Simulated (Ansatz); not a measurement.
# Sb under changes of volume

One of the cells (26.654 Å³/atom); the others are scaled copies at fixed shape and fractional positions:

```
Sb
1.0
     3.35453    0.00000    0.00000
    -1.67727    2.90511    0.00000
     0.00000    0.00000    5.47016
Sb
2
Direct
  0.66667 0.33333 0.75000
  0.33333 0.66667 0.25000
```

This isn't the form of Sb at room conditions, which is rhombohedral.

| Quantity | Value |
| --- | --- |
| Program | Ansatz 0.2.0 |
| Functional | PBEsol |
| Potentials or basis | all-electron LAPW, scalar-relativistic |
| Cutoff | 170 eV (chosen from the basis error) |
| Basis error allowed | 0.0005 eV/atom |
| k mesh | 9 × 9 × 5 |
| Occupations | fermi-dirac, width 0.05 eV |
| Spin | no spin polarisation |

```tsv
volume (Å³/atom)	energy over the lowest point (meV/atom)	pressure (GPa)
25.055	?	?
25.588	0.88	1.1
26.121	0.00	-0.3
26.654	3.37	-1.6
27.187	10.55	-2.7
27.720	21.25	-3.7
28.253	35.22	-4.7
```

Problem. What does the run at 25.055 Å³/atom give?

Solution. Energy over the lowest point 6.69 meV/atom; pressure 2.7 GPa.

Worked out: A Birch-Murnaghan fit of order 3 (a polynomial in V^(-2/3)) to the other rows has its minimum at 25.96 Å³/atom with B0 = V·E''(V) = 63 GPa and B' = 3.3 at fixed shape and positions, which overstates the stiffness. It gives 6.32 meV/atom at 25.055 Å³/atom, against the run's 6.69, and -dE/dV = 2.4 GPa, against 2.7.

Energies are extrapolated to zero smearing.
